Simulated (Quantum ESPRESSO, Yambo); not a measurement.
# Sb (buckled honeycomb monolayer): changed settings of a GW run in Yambo

What do changed inputs do to GW on Sb (buckled honeycomb monolayer)?

Calculated with Yambo 5.3.0; PBE and many-body steps on it, plane waves.

Report form: the programs' logs are mostly left out.

**1. The structure**

The cell holds 2 atoms: 2 Sb. Cell: a = 4.127 Å, b = 4.127 Å, c = 14.000 Å, α = 90.0°, β = 90.0°, γ = 120.0°. Vacuum lies along c.

Coordinates:

```
Sb
1.0
     4.12715    0.00000    0.00000
    -2.06358    3.57422    0.00000
     0.00000    0.00000   14.00000
Sb
2
Direct
  0.33333 0.66667 0.44158
  0.66667 0.33333 0.55842
```

The structure was relaxed with PBE. The runs that relaxed it are not among those shown. Spin-orbit coupling is left out unless a step names it.

**2. Base**

This step: Yambo 5.3.0; G0W0 on PBE, plane waves, norm-conserving pseudopotentials.

Now the one-shot GW correction: screening in the RPA, then the self-energy of the levels asked for.

File gw2.in:

```
HF_and_locXC
gw0
dyson
ppa
em1d
rim_cut
rim_w
RandQpts= 3000000
RandGvec= 100 RL
CUTGeo= "slab z"
RandGvecW= 9 RL
EXXRLvcs= 72 Ry
VXCRLvcs= 288 Ry
Chimod= "HARTREE"
% BndsRnXp
 1 | 142 |
%
NGsBlkXp= 9.5 Ry
% LongDrXp
 1 | 1 | 0 |
%
% GbndRnge
 1 | 142 |
%
DysSolver= "n"
ExtendOut
PPAPntXp= 27.21138 eV
% QPkrange
 1 | 1 | 14 | 17 |
 3 | 3 | 14 | 17 |
%
```

Run with:

```console
OMP_NUM_THREADS=1 mpirun -n 4 yambo -F gw2.in -J gw2 -C gw2 > gw2.log
```

It took 6.7 min on 4 MPI ranks of Arm Neoverse V2, shared host; peak memory 2.6 GiB; 27 min of CPU time.

This step gave:

```
G0W0 gap on the points computed              : 2.325 eV
starting gap on the mesh                     : 1.306 eV
k of the valence top                         : 0, 0, 0
k of the conduction bottom                   : 0, 0.3333, 0
least direct G0W0 gap on the computed points : 2.691 eV
Z at the valence top                         : 0.7341
Z at the conduction bottom                   : 0.7396
```

The gap on the mesh goes from 1.31 eV to 2.33 eV, a correction of +1.02 eV.

**3. Scissors in G**

gw7.in, as its differences from gw2.in of step 2:

```diff
@@ -31 +31,4 @@
 %
+% GfnQP_E
+ 1.0 | 1.0 | 1.0 |
+%
```

Run with:

```console
OMP_NUM_THREADS=1 mpirun -n 4 yambo -F gw7.in -J gw7,gw2_W -C gw7 > gw7.log
```

Wall time 2.7 min (4 MPI ranks); peak memory 2.6 GiB; 11 min of CPU time.

This step gave:

- G0W0 gap on the points computed: 2.471 eV
- starting gap on the mesh: 1.306 eV
- k of the valence top: 0, 0, 0
- k of the conduction bottom: 0, 0.3333, 0
- least direct G0W0 gap on the computed points: 2.844 eV
- Z at the valence top: 0.7380
- Z at the conduction bottom: 0.7787

The program's own table gives 2.692 eV, which is too large where the input levels are shifted: this version takes Σc at the unshifted level E₀, yet steps from the shifted one. The value above is the Newton step from E₀, E₀ + Z(Σc + Σx − Vxc), rebuilt from the printed columns.

**4. Two empty bands**

gw8.in, as its differences from gw7.in of step 3:

```diff
@@ -15,3 +15,3 @@
 % BndsRnXp
- 1 | 142 |
+ 1 | 17 |
 %
@@ -22,3 +22,3 @@
 % GbndRnge
- 1 | 142 |
+ 1 | 17 |
 %
@@ -31,4 +31 @@
 %
-% GfnQP_E
- 1.0 | 1.0 | 1.0 |
-%
```

Run with:

```console
OMP_NUM_THREADS=1 mpirun -n 4 yambo -F gw8.in -J gw8 -C gw8 > gw8.log
```

Run time: 65 s. Hardware: 4 MPI ranks; peak memory 2.6 GiB; 4.3 min of CPU time.

The run ended normally, though the input holds a fault or crude settings.

The fault put into this input: two empty bands. It printed a gap of 2.72 eV, an artefact of the input.

**5. The runs together**

Times are wall times on 4 MPI ranks of Arm Neoverse V2, shared host, good to a factor of about two.

```
          run   mesh  bands  screening cutoff (eV)  DFT gap (eV)  gap on the mesh (eV)  direct (eV)     time
         base  6×6×1    142                  129.3         1.306                 2.325        2.691  6.7 min
scissors in G  6×6×1    142                  129.3         1.306                 2.471        2.844  2.7 min
```

**6. What came out**

- base: 2.325 eV
- scissors in G: 2.471 eV
- known limits: not at the basis limit; exchange with frozen shells missing; no spin-orbit coupling

In words: Scissors in G: +0.146 eV against base (keys changed: GfnQP_E). Bands and cutoff are finite, so the gap is not at the basis limit. The miss can reach some tenths of an eV and take either sign; the mesh is an error of its own. In the G0W0 runs levels were corrected at 2 k points alone, so a gap called «on the mesh» is the least over those, and an edge elsewhere would be missed. The norm-conserving file of at least one element keeps a d shell over frozen s and p shells of the same row. Exchange with those shells is missing from the self-energy, an error of 0.3 to 0.9 eV in cases checked, whose sign depends on which edge lies on those atoms. The many-body steps are scalar-relativistic: spin-orbit coupling is not in them.

[Paths, hosts, dates, memory and timing lines, banners, echoed tables and standing remarks are left out of the program output.]

[Logs are printed without paths, hosts, clocks, repeated set-up lines and the standing remarks that a program may print on its own settings, such as how far it seeks lower states.]

[Runs of the session that timed out or met a known fault of the program may be left out.]

[Hosts, paths, dates, database ids (printed as entryN), source tags and the programs' standing remarks are cut or masked in the printed files.]
